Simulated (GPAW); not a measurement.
Wanted: an ASE script for a GPAW 26.7.0 run.

```yaml
Task: relaxation of cell and atoms
Functional: PBEsol
Dispersion: D4
Potentials_or_basis: PAW data sets generated in the run's folder for this functional
Cutoff: 600 eV
Basis: pw
k_mesh: 9 × 9 × 9
Occupations: fermi-dirac, width 0.05 eV
Spin: no spin polarisation
Maxiter: 150
Optimizer: BFGS
Fmax: 0.02 eV/Å
Max_steps: 60
Convergence: density=1e-05 forces=0.0001
```

Crystal: Pb.

```xyz
1
Lattice="0.0000 2.4750 2.4750 2.4750 0.0000 2.4750 2.4750 2.4750 0.0000" Properties=species:S:1:pos:R:3 pbc="T T T"
Pb    0.0000    0.0000    0.0000
```

These files were run (other wordings do the same):

run.py

```python
from ase import Atoms
from ase.calculators.mixing import SumCalculator
from ase.filters import FrechetCellFilter
from ase.io import write
from ase.optimize import BFGS
from dftd4.ase import DFTD4
from gpaw import GPAW, PW, setup_paths

setup_paths.insert(0, '.')

atoms = Atoms(['Pb'],
              cell=[[0.0, 2.47502, 2.47502],
                    [2.47502, 0.0, 2.47502],
                    [2.47502, 2.47502, 0.0]],
              scaled_positions=[[0.0, 0.0, 0.0]],
              pbc=True)

calc = GPAW(mode=PW(600),
            xc='PBEsol',
            kpts={'size': (9, 9, 9), 'gamma': True},
            occupations={'name': 'fermi-dirac', 'width': 0.05},
            nbands=14,
            convergence={'density': 1e-05, 'forces': 0.0001},
            maxiter=150,
            txt='gpaw.txt')
atoms.calc = SumCalculator([calc, DFTD4(method='pbesol')])
opt = BFGS(FrechetCellFilter(atoms), trajectory='relax.traj', logfile='-')
done = opt.run(fmax=0.02, steps=60)
calc.write('gs.gpw')
write('result.traj', atoms)
print('Converged:', done)
print('Cell:', atoms.cell.cellpar().round(4))
print('Volume:', round(atoms.get_volume(), 4))
print(atoms.get_scaled_positions().round(5))
```

Potentials or basis: PAW data sets generated in the run's folder for this functional, pw.

The run is started by

```sh
$ gpaw-setup -f PBEsol Pb
$ OMP_NUM_THREADS=1 python run.py
```

It gave:

```
Relaxed volume                         : 28.94 Å³/atom
Relaxed cell                           : a = 3.446 Å, b = 3.446 Å, c = 3.446 Å, α = 60.00°, β = 60.00°, γ = 60.00°
Space group after relaxing (to 0.05 Å) : Fm-3m (No. 225)
Energy gained by relaxing              : 9.2 meV/atom
Ionic steps                            : 3
Pressure after relaxing                : 0.1 GPa
Band gap on the k mesh                 : none (metal or under the smearing width)
Dispersion energy per atom             : -0.265 eV
```

Caveat: later steps reuse the first step's grids; pairwise dispersion overbinds metals, which lowers pressure and volume.

Run time: 20 s on 1 thread of Arm Neoverse V2, with other jobs on the host, peak memory 0.16 GiB.
